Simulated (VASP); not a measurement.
VASP ran on this input.

POSCAR:
```
InN
1
    0.0000000000     2.5398000000     2.5398000000
    2.5398000000     0.0000000000     2.5398000000
    2.5398000000     2.5398000000     0.0000000000
In N
1 1
Direct
 -0.0137806126   0.0137806126   0.0334672021
  0.2500000000   0.2500000000   0.2500000000
```

KPOINTS:
```
Automatic mesh
0
Gamma
7 7 7
0 0 0
```

**INCAR**
```
SYSTEM = InN
PREC = Accurate
ENCUT = 520
EDIFF = 1E-6
NELM = 100
ALGO = Normal
LREAL = .FALSE.
LASPH = .TRUE.
ISMEAR = 0
SIGMA = 0.05
GGA = PE
LMAXMIX = 4
LWAVE = .FALSE.
LCHARG = .FALSE.
ISIF = 2
IBRION = 2
NSW = 40
EDIFFG = 0.01
```

POTCAR, in this order: In_d N (PBE.64 set). Program: vasp_std.

Output

### standard output
```
 POSCAR found type information on POSCAR InN
 POSCAR found :  2 types and       2 ions
 Reading from existing POTCAR
 Reading from existing POTCAR
 LDA part: xc-table for (Slater+PW92), standard interpolation
 POSCAR, INCAR and KPOINTS ok, starting setup
 WAVECAR not read
 entering main loop
       N       E                     dE             d eps       ncg     rms          rms(c)
DAV:   1     0.128598012606E+03    0.12860E+03   -0.91402E+03  4526   0.185E+03
DAV:   2    -0.110884122568E+01   -0.12971E+03   -0.12344E+03  4902   0.374E+02
DAV:   3    -0.125314871006E+02   -0.11423E+02   -0.11243E+02  5415   0.111E+02
DAV:   4    -0.128387865736E+02   -0.30730E+00   -0.30690E+00  5008   0.202E+01
DAV:   5    -0.128509583165E+02   -0.12172E-01   -0.12171E-01  6013   0.376E+00    0.967E+00
DAV:   6    -0.106687381412E+02    0.21822E+01   -0.86604E+00  6743   0.504E+01    0.536E+00
DAV:   7    -0.106276710790E+02    0.41067E-01   -0.60569E-01  4588   0.101E+01    0.215E+00
DAV:   8    -0.106153626698E+02    0.12308E-01   -0.10774E-01  5462   0.324E+00    0.591E-01
DAV:   9    -0.106116902404E+02    0.36724E-02   -0.96859E-03  6940   0.191E+00    0.231E-01
DAV:  10    -0.106121933651E+02   -0.50312E-03   -0.16511E-03  4802   0.384E-01    0.832E-02
DAV:  11    -0.106122351098E+02   -0.41745E-04   -0.66807E-05  6004   0.816E-02    0.215E-02
DAV:  12    -0.106122340190E+02    0.10908E-05   -0.29760E-05  5412   0.649E-02    0.125E-02
DAV:  13    -0.106122331532E+02    0.86581E-06   -0.41968E-06  5439   0.391E-02
   1 F= -.10612233E+02 E0= -.10612171E+02  d E =-.106122E+02
 curvature:   0.00 expect dE= 0.000E+00 dE for cont linesearch  0.000E+00
 trial: gam= 0.00000 g(F)=  0.113E+00 g(S)=  0.000E+00 ort = 0.000E+00 (trialstep = 0.100E+01)
 search vector abs. value=  0.113E+00
 bond charge predicted
       N       E                     dE             d eps       ncg     rms          rms(c)
DAV:   1    -0.106118159145E+02    0.41810E-03   -0.25365E+01  4472   0.458E+01    0.155E+00
DAV:   2    -0.106773378558E+02   -0.65522E-01   -0.69750E-01  6753   0.922E+00    0.598E-01
DAV:   3    -0.106767157276E+02    0.62213E-03   -0.52957E-03  5352   0.103E+00    0.437E-01
DAV:   4    -0.106764184778E+02    0.29725E-03   -0.16395E-03  5725   0.846E-01    0.137E-01
DAV:   5    -0.106764673146E+02   -0.48837E-04   -0.32954E-04  4542   0.187E-01    0.461E-02
DAV:   6    -0.106764695665E+02   -0.22520E-05   -0.15334E-05  7045   0.551E-02    0.126E-02
DAV:   7    -0.106764698681E+02   -0.30161E-06   -0.96881E-07  2406   0.187E-02
   2 F= -.10676470E+02 E0= -.10676379E+02  d E =-.642367E-01
 trial-energy change:   -0.064237  1 .order   -0.065744   -0.112885   -0.018603
 step:   1.2235(harm=  1.1973)  dis= 0.05729  next Energy=   -10.678532 (dE=-0.663E-01)
 bond charge predicted
       N       E                     dE             d eps       ncg     rms          rms(c)
DAV:   1    -0.106762014921E+02    0.26807E-03   -0.12628E+00  4472   0.971E+00    0.263E-01
DAV:   2    -0.106785588027E+02   -0.23573E-02   -0.25260E-02  6713   0.204E+00    0.842E-02
DAV:   3    -0.106785263445E+02    0.32458E-04   -0.21562E-04  5871   0.244E-01    0.638E-02
DAV:   4    -0.106785164809E+02    0.98635E-05   -0.59513E-05  5805   0.147E-01    0.231E-02
DAV:   5    -0.106785182276E+02   -0.17467E-05   -0.12475E-05  4630   0.362E-02    0.969E-03
DAV:   6    -0.106785182163E+02    0.11311E-07   -0.35101E-07  2431   0.122E-02
   3 F= -.10678518E+02 E0= -.10678418E+02  d E =-.662851E-01
 curvature:  -0.59 expect dE=-0.226E-02 dE for cont linesearch -0.397E-06
 trial: gam= 0.03642 g(F)=  0.383E-02 g(S)=  0.000E+00 ort =-0.276E-03 (trialstep = 0.104E+01)
 search vector abs. value=  0.396E-02
 reached required accuracy - stopping structural energy minimisation
```

File OUTCAR:
```
------------------------ aborting loop because EDIFF is reached ----------------------------------------
  FORCE on cell =-STRESS in cart. coord.  units (eV):
  Direction    XX          YY          ZZ          XY          YZ          ZX
  --------------------------------------------------------------------------------------
  Total       -0.3784685     -0.3779733     -0.3867959     -0.1730578      0.0396577     -0.0107429
  in kB      -18.5059675    -18.4817544    -18.9131529     -8.4620036      1.9391432     -0.5252943
  external PRESSURE =     -18.6336249 kB  Pullay stress =       0.0000000 kB
  volume of cell :       32.77
      direct lattice vectors                 reciprocal lattice vectors
     0.000000000  2.539800000  2.539800000    -0.196865895  0.196865895  0.196865895
     2.539800000  0.000000000  2.539800000     0.196865895 -0.196865895  0.196865895
     2.539800000  2.539800000  0.000000000     0.196865895  0.196865895 -0.196865895
 POSITION                                       TOTAL-FORCE (eV/Angst)
 -----------------------------------------------------------------------------------
      0.06271      2.56430      2.52781        -0.043443      0.012928      0.194145
      1.32719      1.29540      1.28189         0.043443     -0.012928     -0.194145
 -----------------------------------------------------------------------------------
    total drift:                                0.000877      0.000262      0.000303
  FREE ENERGIE OF THE ION-ELECTRON SYSTEM (eV)
  ---------------------------------------------------
  free  energy   TOTEN  =       -10.6785182163 eV

  energy  without entropy=      -10.6783172636  energy(sigma->0) =      -10.67841774

 reached required accuracy - stopping structural energy minimisation
```
(Selected blocks of OUTCAR.)

Question: The run ends quietly. Is anything wrong with it?

Answer: The cause: EDIFFG is positive, so the stop tests the energy change and not the forces. The run ends without an error. Against the sound run, the energy per atom (σ→0) rises by 0.001 eV/atom; the pressure rises by 0.05 GPa; the largest force increases by 0.194 eV/Å; the band gap increases by 0.02 eV. To mend it, set EDIFFG = -0.01.

The mended run (PBE GGA, plane waves, VASP's PBE PAW potentials (set 64)) converges, and its OSZICAR ends with
```
   6 F= -.10680963E+02 E0= -.10680850E+02  d E =-.804147E-04
```

The compound is InN in the zinc blende structure, a metastable form; wurtzite is the usual one. In the starting cell atoms are displaced from their ideal sites.
